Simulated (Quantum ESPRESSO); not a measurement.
# Bi (Im-3m) in Quantum ESPRESSO: further runs

The runs below take Bi through phonon dispersion, Wannier functions, with PBEsol.

Everything below comes from runs of Quantum ESPRESSO 7.5. Logs are shortened: lines on timing, memory, paths and dates and some standing lists are left out, and cuts for length are marked.

**1. The structure**

It takes space group Im-3m (No. 229, cubic). Conventional cell: a = 3.963 Å, b = 3.963 Å, c = 3.963 Å, α = 90.00°, β = 90.00°, γ = 90.00°. Around Bi (site symmetry m-3m) lie 8 Bi at 3.43 Å.

This isn't the form of Bi at room conditions, which is rhombohedral.

**2. Phonon dispersion, PBEsol**

Input file pw.in:

```
&CONTROL
  calculation = 'scf'
  prefix = 'pwscf'
  outdir = './tmp'
  pseudo_dir = './pseudo'
  tprnfor = .true.
  tstress = .true.
  disk_io = 'low'
/
&SYSTEM
  ibrav = 0
  nat = 1
  ntyp = 1
  ecutwfc = 66
  nbnd = 13
  occupations = 'smearing'
  smearing = 'mp'
  degauss = 0.01999163
/
&ELECTRONS
  conv_thr = 2d-10
  electron_maxstep = 120
  mixing_beta = 0.5
/
ATOMIC_SPECIES
Bi   208.9804 Bi.upf
CELL_PARAMETERS angstrom
  -1.9814305318    1.9814305318    1.9814305318
   1.9814305318   -1.9814305318    1.9814305318
   1.9814305318    1.9814305318   -1.9814305318
ATOMIC_POSITIONS crystal
Bi     0.0000000000    0.0000000000    0.0000000000
K_POINTS automatic
10 10 10 0 0 0
```

Input file relax.in:

```
&CONTROL
  calculation = 'vc-relax'
  prefix = 'pwscf'
  outdir = './tmp'
  pseudo_dir = './pseudo'
  tprnfor = .true.
  tstress = .true.
  disk_io = 'low'
  nstep = 40
  forc_conv_thr = 0.0001
  etot_conv_thr = 1d-06
/
&SYSTEM
  ibrav = 0
  nat = 1
  ntyp = 1
  ecutwfc = 66
  nbnd = 13
  occupations = 'smearing'
  smearing = 'mp'
  degauss = 0.01999163
/
&ELECTRONS
  conv_thr = 2d-10
  electron_maxstep = 120
  mixing_beta = 0.5
/
&IONS
  ion_dynamics = 'bfgs'
/
&CELL
  cell_dynamics = 'bfgs'
  press = 0
  press_conv_thr = 0.2
/
ATOMIC_SPECIES
Bi   208.9804 Bi.upf
CELL_PARAMETERS angstrom
  -1.9814305318    1.9814305318    1.9814305318
   1.9814305318   -1.9814305318    1.9814305318
   1.9814305318    1.9814305318   -1.9814305318
ATOMIC_POSITIONS crystal
Bi     0.0000000000    0.0000000000    0.0000000000
K_POINTS automatic
10 10 10 0 0 0
```

Input file scf2.in:

```
&CONTROL
  calculation = 'scf'
  prefix = 'pwscf'
  outdir = './tmp'
  pseudo_dir = './pseudo'
  tprnfor = .true.
  tstress = .true.
  disk_io = 'low'
/
&SYSTEM
  ibrav = 0
  nat = 1
  ntyp = 1
  ecutwfc = 66
  nbnd = 13
  occupations = 'smearing'
  smearing = 'mp'
  degauss = 0.01999163
/
&ELECTRONS
  conv_thr = 1d-13
  electron_maxstep = 120
  mixing_beta = 0.5
  startingpot = 'file'
  startingwfc = 'file'
/
ATOMIC_SPECIES
Bi   208.9804 Bi.upf
CELL_PARAMETERS angstrom
  -1.9600521894    1.9600521894    1.9600521894
   1.9600521894   -1.9600521894    1.9600521894
   1.9600521894    1.9600521894   -1.9600521894
ATOMIC_POSITIONS crystal
Bi     0.0000000000    0.0000000000    0.0000000000
K_POINTS automatic
10 10 10 0 0 0
```

Input file ph.in:

```
phonon_bands of Bi
&INPUTPH
  prefix = 'pwscf'
  outdir = './tmp'
  tr2_ph = 1d-16
  fildyn = 'dyn'
  niter_ph = 60
  alpha_mix(1) = 0.4
  ldisp = .true.
  nq1 = 2
  nq2 = 2
  nq3 = 2
/
```

Input file q2r.in:

```
&INPUT
  fildyn = 'dyn'
  zasr = 'crystal'
  flfrc = 'fc'
/
```

Input file matdyn.in:

```
&INPUT
  asr = 'crystal'
  flfrc = 'fc'
  flfrq = 'freq'
  q_in_cryst_coord = .true.
  flvec = ' '
/
80
 0.0000000000  0.0000000000  0.0000000000
 0.0312500000 -0.0312500000  0.0312500000
 0.0625000000 -0.0625000000  0.0625000000
 0.0937500000 -0.0937500000  0.0937500000
 0.1250000000 -0.1250000000  0.1250000000
 0.1562500000 -0.1562500000  0.1562500000
 0.1875000000 -0.1875000000  0.1875000000
 0.2187500000 -0.2187500000  0.2187500000
 0.2500000000 -0.2500000000  0.2500000000
 0.2812500000 -0.2812500000  0.2812500000
 0.3125000000 -0.3125000000  0.3125000000
 0.3437500000 -0.3437500000  0.3437500000
 0.3750000000 -0.3750000000  0.3750000000
 0.4062500000 -0.4062500000  0.4062500000
 0.4375000000 -0.4375000000  0.4375000000
 0.4687500000 -0.4687500000  0.4687500000
 0.5000000000 -0.5000000000  0.5000000000
 0.4545454545 -0.4545454545  0.5000000000
 0.4090909091 -0.4090909091  0.5000000000
 0.3636363636 -0.3636363636  0.5000000000
 0.3181818182 -0.3181818182  0.5000000000
 0.2727272727 -0.2727272727  0.5000000000
 0.2272727273 -0.2272727273  0.5000000000
 0.1818181818 -0.1818181818  0.5000000000
 0.1363636364 -0.1363636364  0.5000000000
 0.0909090909 -0.0909090909  0.5000000000
 0.0454545455 -0.0454545455  0.5000000000
 0.0000000000  0.0000000000  0.5000000000
 0.0000000000  0.0000000000  0.4583333333
 0.0000000000  0.0000000000  0.4166666667
 0.0000000000  0.0000000000  0.3750000000
 0.0000000000  0.0000000000  0.3333333333
 0.0000000000  0.0000000000  0.2916666667
 0.0000000000  0.0000000000  0.2500000000
 0.0000000000  0.0000000000  0.2083333333
 0.0000000000  0.0000000000  0.1666666667
 0.0000000000  0.0000000000  0.1250000000
 0.0000000000  0.0000000000  0.0833333333
 0.0000000000  0.0000000000  0.0416666667
 0.0000000000  0.0000000000  0.0000000000
 0.0166666667  0.0166666667  0.0166666667
 0.0333333333  0.0333333333  0.0333333333
 0.0500000000  0.0500000000  0.0500000000
 0.0666666667  0.0666666667  0.0666666667
 0.0833333333  0.0833333333  0.0833333333
 0.1000000000  0.1000000000  0.1000000000
 0.1166666667  0.1166666667  0.1166666667
 0.1333333333  0.1333333333  0.1333333333
 0.1500000000  0.1500000000  0.1500000000
 0.1666666667  0.1666666667  0.1666666667
 0.1833333333  0.1833333333  0.1833333333
 0.2000000000  0.2000000000  0.2000000000
 0.2166666667  0.2166666667  0.2166666667
 0.2333333333  0.2333333333  0.2333333333
 0.2500000000  0.2500000000  0.2500000000
 0.2666666667  0.2000000000  0.2666666667
 0.2833333333  0.1500000000  0.2833333333
 0.3000000000  0.1000000000  0.3000000000
 0.3166666667  0.0500000000  0.3166666667
 0.3333333333  0.0000000000  0.3333333333
 0.3500000000 -0.0500000000  0.3500000000
 0.3666666667 -0.1000000000  0.3666666667
 0.3833333333 -0.1500000000  0.3833333333
 0.4000000000 -0.2000000000  0.4000000000
 0.4166666667 -0.2500000000  0.4166666667
 0.4333333333 -0.3000000000  0.4333333333
 0.4500000000 -0.3500000000  0.4500000000
 0.4666666667 -0.4000000000  0.4666666667
 0.4833333333 -0.4500000000  0.4833333333
 0.5000000000 -0.5000000000  0.5000000000
 0.2500000000  0.2500000000  0.2500000000
 0.2222222222  0.2222222222  0.2777777778
 0.1944444444  0.1944444444  0.3055555556
 0.1666666667  0.1666666667  0.3333333333
 0.1388888889  0.1388888889  0.3611111111
 0.1111111111  0.1111111111  0.3888888889
 0.0833333333  0.0833333333  0.4166666667
 0.0555555556  0.0555555556  0.4444444444
 0.0277777778  0.0277777778  0.4722222222
 0.0000000000  0.0000000000  0.5000000000
```

Input file matdyn_dos.in:

```
&INPUT
  asr = 'crystal'
  flfrc = 'fc'
  dos = .true.
  fldos = 'phdos'
  nk1 = 15
  nk2 = 15
  nk3 = 15
  deltaE = 1
  flvec = ' '
  flfrq = ' '
/
```

Potentials or basis: PseudoDojo 0.4.1 SR PBEsol standard.

On the command line:

```bash
$ OMP_NUM_THREADS=1 pw.x -in pw.in > pw.out
$ OMP_NUM_THREADS=1 pw.x -in relax.in > relax.out
$ OMP_NUM_THREADS=1 pw.x -in scf2.in > scf2.out
$ OMP_NUM_THREADS=1 ph.x -in ph.in > ph.out
$ OMP_NUM_THREADS=1 q2r.x -in q2r.in > q2r.out
$ OMP_NUM_THREADS=1 matdyn.x -in matdyn.in > matdyn.out
$ OMP_NUM_THREADS=1 matdyn.x -in matdyn_dos.in > matdyn_dos.out
```

pw.out:

```text
This program is part of the open-source Quantum ESPRESSO suite
     for quantum simulation of materials; please cite
[... 9 lines left out ...]
     --------------------
     sticks:   dense  smooth     PW     G-vecs:    dense   smooth      PW
     Sum         841     841    283                15299    15299    3103

     Using Slab Decomposition

     bravais-lattice index     =            0
     lattice parameter (alat)  =       6.4854  a.u.
     unit-cell volume          =     209.9874 (a.u.)^3
     number of atoms/cell      =            1
     number of atomic types    =            1
     number of electrons       =        15.00
     number of Kohn-Sham states=           13
     kinetic-energy cutoff     =      66.0000  Ry
     charge density cutoff     =     264.0000  Ry
     scf convergence threshold =      2.0E-10
     mixing beta               =       0.5000
     number of iterations used =            8  plain     mixing
     Exchange-correlation= PBESOL
                           (   1   4  10   8   0   0   0)

     celldm(1)=   6.485424  celldm(2)=   0.000000  celldm(3)=   0.000000
     celldm(4)=   0.000000  celldm(5)=   0.000000  celldm(6)=   0.000000

     crystal axes: (cart. coord. in units of alat)
               a(1) = (  -0.577350   0.577350   0.577350 )
               a(2) = (   0.577350  -0.577350   0.577350 )
               a(3) = (   0.577350   0.577350  -0.577350 )

     reciprocal axes: (cart. coord. in units 2 pi/alat)
               b(1) = ( -0.000000  0.866025  0.866025 )
               b(2) = (  0.866025 -0.000000  0.866025 )
               b(3) = (  0.866025  0.866025  0.000000 )

     PseudoPot. # 1 for Bi read from file:
     Bi.upf
     Pseudo is Norm-conserving + core correction, Zval = 15.0
     Generated using ONCVPSP code by D. R. Hamann
     Using radial grid of 1472 points,  6 beta functions with:
                l(1) =   0
                l(2) =   0
                l(3) =   1
                l(4) =   1
                l(5) =   2
                l(6) =   2

     atomic species   valence    mass     pseudopotential
     Bi               15.00   208.98040     Bi( 1.00)

     48 Sym. Ops., with inversion, found

   Cartesian axes

     site n.     atom                  positions (alat units)
         1        Bi     tau(   1) = (   0.0000000   0.0000000   0.0000000  )

     number of k points=    47  Methfessel-Paxton smearing, width (Ry)=  0.0200
                       cart. coord. in units 2pi/alat
        k(    1) = (   0.0000000   0.0000000   0.0000000), wk =   0.0020000
        k(    2) = (   0.0866025   0.0866025   0.0000000), wk =   0.0240000
        k(    3) = (   0.1732051   0.1732051   0.0000000), wk =   0.0240000
        k(    4) = (   0.2598076   0.2598076   0.0000000), wk =   0.0240000
        k(    5) = (   0.3464102   0.3464102   0.0000000), wk =   0.0240000
        k(    6) = (  -0.4330127  -0.4330127   0.0000000), wk =   0.0120000
[... 39 lines left out ...]
        k(   46) = (  -0.8660254  -0.0866025  -0.0866025), wk =   0.0240000
        k(   47) = (  -0.8660254  -0.8660254  -0.8660254), wk =   0.0020000

     Dense  grid:    15299 G-vectors     FFT dimensions: (  36,  36,  36)

     Initial potential from superposition of free atoms

     starting charge      14.9992, renormalised to      15.0000
     Starting wfcs are    9 randomized atomic wfcs +    4 random wfcs

     Self-consistent Calculation

     iteration #  1     ecut=    66.00 Ry     beta= 0.50
     Davidson diagonalization with overlap
     ethr =  1.00E-02,  avg # of iterations =  4.7

     Threshold (ethr) on eigenvalues was too large:
     Diagonalizing with lowered threshold

     Davidson diagonalization with overlap
     ethr =  1.44E-05,  avg # of iterations =  6.6

     total energy              =    -163.85048644 Ry
     estimated scf accuracy    <       0.00210647 Ry

     iteration #  2     ecut=    66.00 Ry     beta= 0.50
     Davidson diagonalization with overlap
     ethr =  1.40E-05,  avg # of iterations =  1.0
[... 29 lines left out ...]
     total energy              =    -163.85065453 Ry
     estimated scf accuracy    <          3.3E-09 Ry

     iteration #  7     ecut=    66.00 Ry     beta= 0.50
     Davidson diagonalization with overlap
     ethr =  2.22E-11,  avg # of iterations =  1.4

     End of self-consistent calculation

          k = 0.0000 0.0000 0.0000 (  1865 PWs)   bands (ev):

   -11.2115 -11.2115 -11.2115 -11.0821 -11.0821  -1.7844  16.8626  16.8626
    16.8626  20.8314  22.5847  22.5847  22.5847

          k = 0.0866 0.0866 0.0000 (  1909 PWs)   bands (ev):

   -11.2153 -11.2050 -11.1916 -11.0865 -11.0829  -1.6024  15.1457  16.3286
    16.7000  20.8452  21.5962  22.2817  22.2884
[... 8 lines left out ...]
   -11.2376 -11.1821 -11.0993 -11.0871 -11.0735  -0.2263   9.6868  14.2483
    15.7542  18.4364  19.8796  22.8923  24.3675

          k = 0.3464 0.3464 0.0000 (  1902 PWs)   bands (ev):

   -11.2475 -11.1849 -11.0932 -11.0889 -11.0195   0.7405   7.5776  13.5731
    15.3669  17.8798  19.4563  23.8483  25.2557

          k =-0.4330-0.4330 0.0000 (  1918 PWs)   bands (ev):

   -11.2513 -11.1880 -11.0896 -11.0891 -10.9988   1.2625   6.6680  13.3376
    15.2259  17.6990  19.3161  24.4398  25.8448

          k = 0.1732 0.0866 0.0866 (  1908 PWs)   bands (ev):

   -11.2157 -11.2018 -11.1544 -11.0937 -11.0842  -1.2433  13.2555  15.3730
    16.1198  20.5392  20.6994  22.4472  23.0084

          k = 0.2598 0.1732 0.0866 (  1913 PWs)   bands (ev):
[... 71 lines left out ...]
   -11.2050 -11.1810 -11.1421 -11.1079 -11.0848  -0.8894  12.3315  14.6935
    15.1965  19.4934  21.2460  21.3964  24.9816

          k = 0.5196 0.3464 0.3464 (  1899 PWs)   bands (ev):

   -11.2067 -11.1159 -11.1159 -11.0821 -11.0821   1.7300   8.6446   8.6446
    12.0856  22.9623  24.8762  24.8762  28.0860

          k =-0.0000-0.1732 0.3464 (  1890 PWs)   bands (ev):

   -11.2166 -11.1718 -11.1114 -11.0911 -11.0759  -0.0571   9.8087  13.7006
    14.7419  19.2037  20.7230  20.9671  26.2979

          k = 0.0866-0.0866 0.3464 (  1907 PWs)   bands (ev):

   -11.1982 -11.1655 -11.1191 -11.1018 -11.0894  -0.2111  10.7229  13.0787
    14.8034  18.9813  20.3932  23.0721  24.3889

          k = 0.0000-0.2598 0.4330 (  1897 PWs)   bands (ev):
[... 36 lines left out ...]
   -11.1789 -11.1463 -11.1013 -11.0889 -11.0887   1.7382   8.4485   9.6680
    10.5442  25.2230  25.6710  27.0188  27.1331

          k = 0.0000 0.0000 0.3464 (  1910 PWs)   bands (ev):

   -11.1568 -11.1568 -11.1445 -11.1296 -11.0940  -0.3699  11.8627  13.6186
    13.6186  18.1169  22.8492  22.8492  24.3246

          k =-0.0000-0.0866 0.4330 (  1906 PWs)   bands (ev):

   -11.1614 -11.1555 -11.1258 -11.1081 -11.0823   0.4362  10.0994  12.6418
    13.0861  17.7204  22.4668  22.6694  24.3111

          k = 0.0000-0.1732 0.5196 (  1901 PWs)   bands (ev):

   -11.1707 -11.1693 -11.1303 -11.0961 -11.0269   1.3430   8.2781  11.9944
    12.8957  18.2710  21.7010  22.2451  22.4162

          k = 0.0866-0.0866 0.5196 (  1896 PWs)   bands (ev):
[... 11 lines left out ...]
   -11.1763 -11.1547 -11.1466 -11.0695 -11.0187   1.9869   8.1654  10.2964
    13.1974  17.9736  19.9071  21.6712  25.1279

          k =-0.6928-0.1732-0.1732 (  1887 PWs)   bands (ev):

   -11.1703 -11.1703 -11.1448 -11.0349 -11.0349   2.2706   8.8243   8.8243
    13.5190  18.4898  18.4898  21.4860  28.0426

          k =-0.0000-0.0000 0.5196 (  1898 PWs)   bands (ev):

   -11.1730 -11.1380 -11.0973 -11.0973 -11.0848   1.1911  10.0966  11.6753
    11.6753  16.5197  21.6694  24.9306  24.9306

          k = 0.0000-0.0866 0.6062 (  1896 PWs)   bands (ev):

   -11.1891 -11.1648 -11.0980 -11.0701 -11.0335   2.0168   9.0261  11.0341
    11.4509  16.4484  19.4583  24.7084  24.8029

          k =-0.8660-0.1732-0.1732 (  1894 PWs)   bands (ev):
[... 16 lines left out ...]
   -11.2139 -11.2101 -11.0412 -11.0301 -11.0165   3.0678   9.4081  10.1731
    10.4099  15.6973  16.1421  27.0364  27.7074

          k =-0.8660-0.8660-0.8660 (  1926 PWs)   bands (ev):

   -11.2225 -11.2225 -11.0183 -11.0183 -11.0183   3.3655   9.9511   9.9511
     9.9511  15.2664  15.2664  28.0527  29.9156

     the Fermi energy is    11.7437 ev

!    total energy              =    -163.85065453 Ry
     estimated scf accuracy    <          1.2E-10 Ry
     smearing contrib. (-TS)   =      -0.00006477 Ry
     internal energy E=F+TS    =    -163.85058976 Ry

     The total energy is F=E-TS. E is the sum of the following terms:
     one-electron contribution =     -42.14879093 Ry
     hartree contribution      =      30.57407878 Ry
     xc contribution           =     -42.93445495 Ry
     ewald contribution        =    -109.34142266 Ry

     convergence has been achieved in   7 iterations

     Forces acting on atoms (cartesian axes, Ry/au):

     atom    1 type  1   force =     0.00000000    0.00000000    0.00000000

     Total force =     0.000000     Total SCF correction =     0.000000

     Computing stress (Cartesian axis) and pressure

          total   stress  (Ry/bohr**3)                   (kbar)     P=      -18.98
  -0.00012904   0.00000000   0.00000000          -18.98        0.00        0.00
   0.00000000  -0.00012904   0.00000000            0.00      -18.98        0.00
   0.00000000   0.00000000  -0.00012904            0.00        0.00      -18.98

=------------------------------------------------------------------------------=
   JOB DONE.
=------------------------------------------------------------------------------=
```

Run time: 21 min. Hardware: 1 thread of Intel Xeon Platinum 8175M at 2.50GHz (Skylake/Cascade Lake), shared host; peak memory 0.09 GiB.

What came out:

```
Free energy                            : -2229.3076 eV
Relaxed volume                         : 30.12 Å³/atom
Relaxed cell                           : a = 3.395 Å, b = 3.395 Å, c = 3.395 Å, α = 109.47°, β = 109.47°, γ = 109.47°
Space group after relaxing (to 0.05 Å) : Im-3m (No. 229)
Pressure after relaxing                : 0.0 GPa
Band gap on the k mesh                 : none (metal or under the smearing width)
Highest phonon frequency               : 67 cm⁻¹
Most unstable mode                     : 34i cm⁻¹
```

The path:
```tsv
step	energy change (eV)	largest force (eV/Å)	pressure (GPa)	volume (Å³)
1	0.0000	0.0000	-1.90	31.12
2	-0.0031	0.0000	-1.36	30.82
3	-0.0057	0.0000	-0.51	30.37
4	-0.0061	0.0000	0.02	30.11
5	-0.0061	0.0000	0.00	30.12
```

Final structure:
```
Bi
1.0
    -1.96005    1.96005    1.96005
     1.96005   -1.96005    1.96005
     1.96005    1.96005   -1.96005
Bi
1
Direct
  0.00000 0.00000 0.00000
```

Phonon frequencies in cm⁻¹ (negative: imaginary):
```
               q point  frequencies
 (0.000, 0.000, 0.000)        0 0 0
(0.219, -0.219, 0.219)   -23 -23 53
(0.438, -0.438, 0.438)     12 12 26
(0.273, -0.273, 0.500)    -19 15 45
 (0.000, 0.000, 0.458)    -34 13 66
 (0.000, 0.000, 0.167)     -17 6 33
 (0.050, 0.050, 0.050)     -6 -6 24
 (0.167, 0.167, 0.167)     21 21 53
 (0.283, 0.150, 0.283)     27 45 45
(0.400, -0.200, 0.400)    -22 36 36
 (0.250, 0.250, 0.250)     41 41 41
 (0.056, 0.056, 0.444)    -29 15 65
```

Phonon frequencies at the corners of the path (cm⁻¹, interpolated; i marks imaginary ones):
| point | frequencies |
| --- | --- |
| Γ | 0 0 0 |
| H | 16 16 16 |
| N | 34i 13 67 |
| P | 41 41 41 |

Phonon states per cell in windows of 5 cm⁻¹ (negative: imaginary):
```
from (cm⁻¹)  total
        -35   0.06
        -30   0.20
        -25   0.35
        -20   0.20
        -15   0.14
        -10   0.11
         -5   0.09
          0   0.09
          5   0.10
         10   0.21
         15   0.16
         20   0.12
         25   0.09
         30   0.08
         35   0.07
         40   0.07
         45   0.12
         50   0.29
         55   0.31
         60   0.11
         65   0.01
```

Caveat: some modes are imaginary; spin-orbit coupling is left out, which moves the levels of the heavy elements; the q mesh is small, so phonon branches between its points and thermal values are rough.

(Part 1 of 2 ends here.)
